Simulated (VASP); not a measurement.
# BAs (F-43m) in VASP: G0W0 quasiparticle levels with PBE

Aim: the G0W0 quasiparticle levels of BAs with PBE.

Everything below comes from runs of VASP 6.6.1. Logs are shortened: lines on timing, memory, paths and dates and some standing lists are left out, and cuts for length are marked.

## (1) The structure

Symmetry: F-43m, No. 216, cubic system. Conventional cell: a = 4.777 Å, b = 4.777 Å, c = 4.777 Å, α = 90.00°, β = 90.00°, γ = 90.00°. As (site symmetry -43m) has 4 B at 2.07 Å as nearest neighbours. B (site symmetry -43m) has 4 As at 2.07 Å as nearest neighbours.

## (2) G0W0 quasiparticle levels, PBE

File POSCAR:

```
BAs
1.0
    0.0000000000      2.3885000000      2.3885000000
    2.3885000000      0.0000000000      2.3885000000
    2.3885000000      2.3885000000      0.0000000000
As B
1 1
Direct
    0.7500000000      0.7500000000      0.7500000000
    0.0000000000      0.0000000000      0.0000000000
```

File INCAR.step1:

```
PREC = Accurate
ENCUT = 450
EDIFF = 1E-8
ISMEAR = 0
SIGMA = 0.01
LREAL = False
LASPH = True
NELM = 80
ALGO = Normal
LWAVE = True
LCHARG = False
GGA = PE
```

File INCAR.step2:

```
PREC = Accurate
ENCUT = 450
EDIFF = 1E-8
ISMEAR = 0
SIGMA = 0.01
LREAL = False
LASPH = True
NELM = 1
ALGO = Exact
LWAVE = True
LCHARG = False
GGA = PE
NBANDS = 65
LOPTICS = True
ISTART = 1
```

File INCAR.step3:

```
PREC = Accurate
ENCUT = 450
EDIFF = 1E-8
ISMEAR = 0
SIGMA = 0.01
LREAL = False
LASPH = True
ALGO = EVGW0
LWAVE = False
LCHARG = False
GGA = PE
NELMGW = 1
NBANDS = 65
ENCUTGW = 100
NOMEGA = 64
PRECFOCK = Fast
ISTART = 1
NBANDSGW = 12
```

File KPOINTS:

```
Automatic mesh
0
Gamma
  5 5 5
```

Potentials or basis: VASP PAW PBE potentials, release 64 (As_GW, B_GW).

Run with:

```sh
$ cat potpaw_PBE.64/As_GW/POTCAR potpaw_PBE.64/B_GW/POTCAR > POTCAR
$ cp INCAR.step1 INCAR
$ mpirun -np 1 vasp_std > vasp.out
$ cp INCAR.step2 INCAR
$ mpirun -np 1 vasp_std > vasp.out
$ cp INCAR.step3 INCAR
$ mpirun -np 1 vasp_std > vasp.out
```

OUTCAR:

```text
PREC = Accurate
   ENCUT = 450
   EDIFF = 1E-8
   ISMEAR = 0
   LREAL = False
   LASPH = True
   GGA = PE
   NELMGW = 1
   ENCUTGW = 100
   PRECFOCK = Fast
   ISTART = 1

 ion  position               nearest neighbor table
   1  0.750  0.750  0.750-   2 2.07   2 2.07   2 2.07   2 2.07
   2  0.000  0.000  0.000-   1 2.07   1 2.07   1 2.07   1 2.07

  LATTYP: Found a face centered cubic cell.
 ALAT       =     4.7770000000

  Lattice vectors:

 A1 = (   0.0000000000,   2.3885000000,   2.3885000000)
 A2 = (   2.3885000000,   0.0000000000,   2.3885000000)
 A3 = (   2.3885000000,   2.3885000000,   0.0000000000)

Analysis of symmetry for initial positions (statically):
=====================================================================
 Subroutine PRICEL returns:
 Original cell was already a primitive cell.

 Routine SETGRP: Setting up the symmetry group for a
 face centered cubic supercell.

 Subroutine GETGRP returns: Found 24 space group operations
 (whereof 24 operations were pure point group operations)
 out of a pool of 48 trial point group operations.

The static configuration has the point symmetry T_d .

Analysis of symmetry for dynamics (positions and initial velocities):
=====================================================================
 Subroutine PRICEL returns:
 Original cell was already a primitive cell.

 Routine SETGRP: Setting up the symmetry group for a
 face centered cubic supercell.

 Subroutine GETGRP returns: Found 24 space group operations
 (whereof 24 operations were pure point group operations)
 out of a pool of 48 trial point group operations.

The dynamic configuration has the point symmetry T_d .

 Subroutine INISYM returns: Found 24 space group operations
 (whereof 24 operations are pure point group operations),
 and found     1 'primitive' translations

----------------------------------------------------------------------------------------

                                     Primitive cell

  volume of cell :      27.2525

  direct lattice vectors                    reciprocal lattice vectors
     0.000000000  2.388500000  2.388500000    -0.209336404  0.209336404  0.209336404
     2.388500000  0.000000000  2.388500000     0.209336404 -0.209336404  0.209336404
     2.388500000  2.388500000  0.000000000     0.209336404  0.209336404 -0.209336404

  length of vectors
     3.377849094  3.377849094  3.377849094     0.362581287  0.362581287  0.362581287

  position of ions in fractional coordinates (direct lattice)
     0.750000000  0.750000000  0.750000000
     0.000000000  0.000000000  0.000000000

  ion indices of the primitive-cell ions
   primitive index   ion index
                 1           1
                 2           2

----------------------------------------------------------------------------------------

 KPOINTS: Automatic mesh

Automatic generation of k-mesh.
 Grid dimensions read from file:
 generate k-points for:    5    5    5

 Generating k-lattice:

  Cartesian coordinates                     Fractional coordinates (reciprocal lattice)
    -0.041867281  0.041867281  0.041867281     0.200000000  0.000000000  0.000000000
     0.041867281 -0.041867281  0.041867281     0.000000000  0.200000000  0.000000000
     0.041867281  0.041867281 -0.041867281     0.000000000  0.000000000  0.200000000

  Length of vectors
     0.072516257  0.072516257  0.072516257

  Shift w.r.t. Gamma in fractional coordinates (k-lattice)
     0.000000000  0.000000000  0.000000000

 Subroutine IBZKPT returns following result:
 ===========================================

 Found     10 irreducible k-points:

 Following reciprocal coordinates:
            Coordinates               Weight
  0.000000  0.000000  0.000000      1.000000
  0.200000  0.000000  0.000000      8.000000
  0.400000  0.000000  0.000000      8.000000
  0.200000  0.200000  0.000000      6.000000
  0.400000  0.200000  0.000000     24.000000
 -0.400000  0.200000  0.000000     24.000000
 -0.200000  0.200000  0.000000     12.000000
  0.400000  0.400000  0.000000      6.000000
 -0.400000  0.400000  0.000000     12.000000
 -0.400000  0.400000  0.200000     24.000000
   k-points           NKPTS =     10   k-points in BZ     NKDIM =    125   number of bands    NBANDS=     65
   number of dos      NEDOS =    301   number of ions     NIONS =      2
   total plane-waves  NPLWV =  13824
   dimension x,y,z NGX =    24 NGY =   24 NGZ =   24
   dimension x,y,z NGXF=    48 NGYF=   48 NGZF=   48
   ions per type =               1   1
   NGX,Y,Z   is equivalent  to a cutoff of  11.81, 11.81, 11.81 a.u.
   NGXF,Y,Z  is equivalent  to a cutoff of  23.62, 23.62, 23.62 a.u.
 SYSTEM =  unknown system
   PREC   = accura    normal or accurate (medium, high low for compatibility)
   ISTART =      1    job   : 0-new  1-cont  2-samecut
   ICHARG =      0    charge: 1-file 2-atom 10-const
   ISPIN  =      1    spin polarized calculation?
   LNONCOLLINEAR =      F non collinear calculations
   LSORBIT =      F    spin-orbit coupling
   LASPH  =      T    aspherical Exc in radial PAW
   ENCUT  =  450.0 eV  33.07 Ry    5.75 a.u.   5.84  5.84  5.84*2*pi/ulx,y,z
   NELM   =     60;   NELMIN=  2; NELMDL=  0     # of ELM steps
   EDIFF  = 0.1E-07   stopping-criterion for ELM
   LREAL  =      F    real-space projection
   EDIFFG = 0.1E-06   stopping-criterion for IOM
   NSW    =      0    number of steps for IOM
   IBRION =     -1    ionic relax: 0-MD 1-quasi-New 2-CG
   NFREE  =      0    steps in history (QN), initial steepest desc. (CG)
   ISIF   =      0    stress and relaxation
   ISYM   =      3    0-nonsym 1-usesym 2-fastsym
   POTIM  = 0.5000    time-step for ionic-motion
   TEBEG  =    0.0;   TEEND  =   0.0 temperature during run
   PSTRESS=    0.0 pullay stress
   NELECT =       8.0000    total number of electrons
   NUPDOWN=      -1.0000    fix difference up-down
   EMIN   =  10.00;   EMAX   =-10.00  energy-range for DOS
   EFERMI =   0.00;   METHOD = LEGACY
   ISMEAR =     0;   SIGMA  =   0.01  broadening in eV -4-tet -1-fermi 0-gaus
   EFERMI_NEDOS =   21; number of points for ismear=-14 and -15
   IALGO  =     38    algorithm
   IMIX   =      4    mixing-type and parameters
     AMIX     =   0.40;   BMIX     =  1.00
     AMIX_MAG =   1.60;   BMIX_MAG =  1.00
  volume/ion in A,a.u.               =      13.63        91.95
  Fermi-wavevector in a.u.,A,eV,Ry     =   1.088018  2.056057 16.106360  1.183784
  Thomas-Fermi vector in A             =   2.224191
   LORBIT       =      0    0 simple, 1 ext, 2 COOP (PROOUT), +10 PAW based schemes
   GGA     = PE    functional components
   LHFCALC =     T    Hartree Fock is set to
   PRECFOCK=fast      Normal, Fast or Accurate (Low or Medium for compatibility)
   ENCUT4O =  -1.0   cutoff for four orbital integrals eV
   NKREDX  =     1    reduce k-point grid by
   NKREDY  =     1    reduce k-point grid by
   NKREDZ  =     1    reduce k-point grid by
   AEXX    =    1.0000 exact exchange contribution
   HFSCREEN=    0.0000 screening length (either q_TF or 0.3 A-1)
   HFSCREENC=   0.0000 screening length for correlation (either q_TF or 0.3 A-1)
   ENCUTFOCK=  -1.0 apply spherical cutoff to Coloumb kernel
   IVDW    =     0    specifies the selected vdW correction
   LEPSILON=     F    determine dielectric tensor
   LRPA    =     F    only Hartree local field effects (RPA)
   LRPAFORCE           =     F    calculate RPA forces
   ENCUTGW             = 100.0    cutoff for response function in eV
   ENCUTGWSOFT         =  80.0    soft cutoff for Coulomb kernel in GW response function in eV
   ENCUTLF             =  -1.0    cutoff for local field effects
   NELMGW              =     1    number of iterations in solving QP/BSE equation
   NELMHF              =     1    number of iterations in the inner HF iteration
   NKREDLFX            =     1    NKREDLFY  =   1   NKREDLFZ  =   1
 non-spin polarized calculation
 Gauss-broadening in eV      SIGMA  =   0.01
  energy-cutoff  :      450.00
  volume of cell :       27.25
 maximum number of plane-waves:       609
  NGX = 14; NGY = 14; NGZ = 14
   NGX = 11   NGY = 11   NGZ = 11
 maximum number of plane-waves:        66
 NGX is ok and might be reduce to    14

 QP shifts <psi_nk| G(iteration)W_0 |psi_nk>: iteration 1
 for sc-GW calculations column KS-energies equals QP-energies in previous step
 and V_xc(KS)=  KS-energies - (<T + V_ion + V_H > + <T+V_H+V_ion>^1  + <V_x>^1)

 k-point   1 :       0.0000    0.0000    0.0000
  band No.  KS-energies  QP-energies   sigma(KS)   V_xc(KS)     V^pw_x(r,r')   Z            occupation Imag(sigma)

      1      -9.2298      -9.8517     -12.5419     -11.6533     -19.5965       0.6998       2.0000       1.1902
      2       6.1792       5.8637     -12.9899     -12.5912     -14.1018       0.7912       2.0000       0.0410
      3       6.1792       5.8637     -12.9899     -12.5912     -14.1018       0.7912       2.0000       0.0410
      4       6.1792       5.8637     -12.9899     -12.5912     -14.1018       0.7912       2.0000       0.0410
      5       9.4487       9.8860     -10.8286     -11.3847      -6.6941       0.7862       0.0000      -0.0663
      6       9.4487       9.8860     -10.8286     -11.3847      -6.6941       0.7862       0.0000      -0.0663
      7       9.4487       9.8860     -10.8286     -11.3847      -6.6941       0.7862       0.0000      -0.0663
      8      10.8403      11.5818     -11.6399     -12.6146      -6.5916       0.7608       0.0000      -0.0969
      9      15.7464      15.8466      -8.8018      -8.9297      -3.0870       0.7840       0.0000      -0.2527
     10      19.1217      19.2843     -10.2000     -10.4086      -4.3819       0.7796       0.0000      -0.3410
     11      19.1217      19.2843     -10.2000     -10.4086      -4.3819       0.7796       0.0000      -0.3410
     12      20.5359      20.5078      -9.0698      -9.0334      -2.5193       0.7729       0.0000      -0.6424

 k-point   2 :       0.2000    0.0000    0.0000
  band No.  KS-energies  QP-energies   sigma(KS)   V_xc(KS)     V^pw_x(r,r')   Z            occupation Imag(sigma)

      1      -8.5808      -9.1863     -12.5670     -11.7127     -19.3961       0.7088       2.0000       1.1217
      2       2.4144       1.9379     -12.5744     -11.9521     -14.8785       0.7656       2.0000       0.0811
      3       5.3016       4.9528     -12.8210     -12.3781     -14.1597       0.7874       2.0000       0.0456
      4       5.3016       4.9528     -12.8210     -12.3781     -14.1597       0.7874       2.0000       0.0456
      5       9.3750       9.8514     -11.0139     -11.6235      -6.6798       0.7815       0.0000      -0.0712
      6      10.5639      11.0239     -10.9356     -11.5263      -6.4539       0.7788       0.0000      -0.0795
      7      10.5639      11.0239     -10.9356     -11.5263      -6.4539       0.7788       0.0000      -0.0795
      8      13.3512      13.9214     -11.3127     -12.0745      -5.6662       0.7485       0.0000      -0.1634
      9      17.3351      17.4331      -9.6339      -9.7590      -3.9732       0.7835       0.0000      -0.2901
     10      17.3351      17.4331      -9.6339      -9.7590      -3.9732       0.7835       0.0000      -0.2901
     11      17.3892      17.5577      -9.0159      -9.2334      -3.0543       0.7745       0.0000      -0.3346
     12      20.0505      20.1659      -9.1453      -9.2948      -2.8086       0.7713       0.0000      -0.4925
[... 100 lines left out ...]
      1      -5.0101      -5.4047     -12.8421     -12.3025     -18.2840       0.7312       2.0000       0.6213
      2      -2.0984      -2.7223     -12.8141     -11.9440     -17.4099       0.7170       2.0000       0.3475
      3       0.5478      -0.0350     -11.9226     -11.1453     -14.8036       0.7497       2.0000       0.1247
      4       2.4795       1.9771     -12.5538     -11.8975     -14.9132       0.7655       2.0000       0.0778
      5       7.9969       8.1662      -9.9175     -10.1300      -5.8047       0.7968       0.0000      -0.0658
      6      10.5487      10.8751     -10.3397     -10.7580      -5.6024       0.7803       0.0000      -0.0890
      7      16.0193      16.5700     -11.2157     -11.9596      -4.7518       0.7403       0.0000      -0.3232
      8      16.3412      16.8929     -11.1805     -11.9256      -4.6370       0.7405       0.0000      -0.3461
      9      17.4885      17.8910     -10.7684     -11.3030      -4.3822       0.7531       0.0000      -0.3621
     10      20.4131      20.5437     -10.0329     -10.2008      -3.8970       0.7780       0.0000      -0.4810
     11      22.8560      23.3321     -10.9485     -11.5931      -3.6253       0.7385       0.0000      -0.8154
     12      25.9574      26.2024      -9.6408      -9.9640      -2.6140       0.7578       0.0000      -0.8897

 k-point  10 :      -0.4000    0.4000    0.2000
  band No.  KS-energies  QP-energies   sigma(KS)   V_xc(KS)     V^pw_x(r,r')   Z            occupation Imag(sigma)

      1      -5.5129      -5.9603     -12.7929     -12.1771     -18.4697       0.7266       2.0000       0.6965
      2      -1.4552      -2.0402     -12.8861     -12.0793     -17.1407       0.7252       2.0000       0.2823
      3       0.7052       0.1280     -11.9998     -11.2333     -14.8433       0.7531       2.0000       0.1214
      4       2.0126       1.4813     -12.1880     -11.4922     -14.5288       0.7637       2.0000       0.0822
      5      10.5875      10.9369     -10.5100     -10.9594      -5.7817       0.7774       0.0000      -0.0877
      6      11.4782      11.8418     -10.2673     -10.7360      -5.2949       0.7759       0.0000      -0.1033
      7      12.2869      12.6805     -10.6793     -11.1914      -5.5767       0.7686       0.0000      -0.1231
      8      15.8410      16.3639     -11.0636     -11.7656      -4.7239       0.7449       0.0000      -0.3065
      9      17.2777      17.6362     -10.7046     -11.1788      -4.3926       0.7559       0.0000      -0.3467
     10      20.3597      20.6348     -10.4747     -10.8345      -3.9605       0.7645       0.0000      -0.5456
     11      22.7708      23.2013     -10.6707     -11.2496      -3.3935       0.7436       0.0000      -0.7836
     12      24.6173      24.8557      -9.7330     -10.0460      -2.8862       0.7616       0.0000      -0.7984
```

Wall time 27 s (1 thread of Intel Xeon 6975P-C (Granite Rapids), shared host); peak memory 0.23 GiB.

Results:

| Item | Value |
| --- | --- |
| Band gap on the k mesh, mean-field level | 1.17 eV, indirect (least direct gap 3.27 eV) |
| Quasiparticle gap | 1.65 eV |
| Least direct quasiparticle gap | 4.02 eV |

Levels at points of the mesh, in eV from the valence-band top:
```
           k point  band 1  band 2  band 3  band 4  band 5  band 6  band 7  band 8
(0.00, 0.00, 0.00)  -15.41    0.00    0.00    0.00    3.27    3.27    3.27    4.66
```

Caveat: the k mesh is coarse (spacing up to 0.46 Å⁻¹), so the values aren't converged; bands, screening cutoff and mesh are small and nothing is extrapolated, so the quasiparticle values aren't converged; an odd mesh through Γ misses points on the zone boundary, where band edges often lie.
